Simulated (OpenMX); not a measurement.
## TiC: band structure with PBE

TiC:

```
Ti C
1.0
     0.00000    2.16572    2.16572
     2.16572    0.00000    2.16572
     2.16572    2.16572    0.00000
Ti C
1 1
Cartesian
  0.0000 0.0000 0.0000
  2.1657 2.1657 2.1657
```

The cell is a database's computed one.

```json
{
 "Program": "OpenMX 3.8.5",
 "Task": "band structure",
 "Functional": "PBE",
 "Potentials or basis": "OpenMX 2013 PBE set, Ti7.0-s2p2d1, C6.0-s2p2, grid cutoff 400 Ry",
 "k mesh": "11 × 11 × 11",
 "Occupations": "fermi-dirac, width 0.05 eV",
 "Spin": "no spin polarisation",
 "Mixing scheme": "rmm-diisk",
 "SCF threshold": "1e-08 Ha",
 "Solver": "band",
 "Max SCF cycles": "100"
}
```

```json
{
 "Pressure": "-1.7 GPa",
 "Band gap along the path": "none (metal or under the smearing width)",
 "Mulliken charges": "Ti +0.11; C -0.11 e"
}
```

Levels at the corners of the path, in eV from the Fermi level:
```csv
point,band 4,band 5,band 6,band 7,band 8,band 9,band 10,band 11,band 12,band 13
Γ,-32.92,-12.48,0.58,0.60,0.60,1.54,1.54,1.75,1.76,1.76
X,-33.08,-10.24,-3.54,-1.71,-0.05,-0.04,2.50,3.30,3.31,5.88
W,-33.09,-9.64,-3.26,-3.25,-2.79,2.74,2.75,3.33,5.01,5.22
K,-33.04,-9.71,-3.55,-3.47,-1.85,1.48,2.98,3.66,5.37,5.54
Γ,-32.92,-12.48,0.58,0.60,0.60,1.54,1.54,1.75,1.76,1.76
L,-32.96,-9.00,-5.92,-3.07,-3.07,2.70,2.70,3.95,8.11,8.11
U,-33.04,-9.71,-3.55,-3.47,-1.85,1.48,2.98,3.66,5.37,5.54
W,-33.09,-9.64,-3.26,-3.25,-2.79,2.74,2.75,3.33,5.01,5.22
L,-32.96,-9.00,-5.92,-3.07,-3.07,2.70,2.70,3.95,8.11,8.11
K|U,-33.04,-9.71,-3.55,-3.47,-1.85,1.48,2.98,3.66,5.37,5.54
X,-33.08,-10.24,-3.54,-1.71,-0.05,-0.04,2.50,3.30,3.31,5.88
```

Run time: 120 s on 1 thread of AMD EPYC 7R43 64-Core Processor (Zen 3), with other jobs on the host, peak memory 0.47 GiB.

Caveat: the transition metal has a single d function, too few for pressures, volumes and moments; Mulliken charges move with the basis; the basis of atomic orbitals isn't converged, which shifts pressures, moduli and gaps.
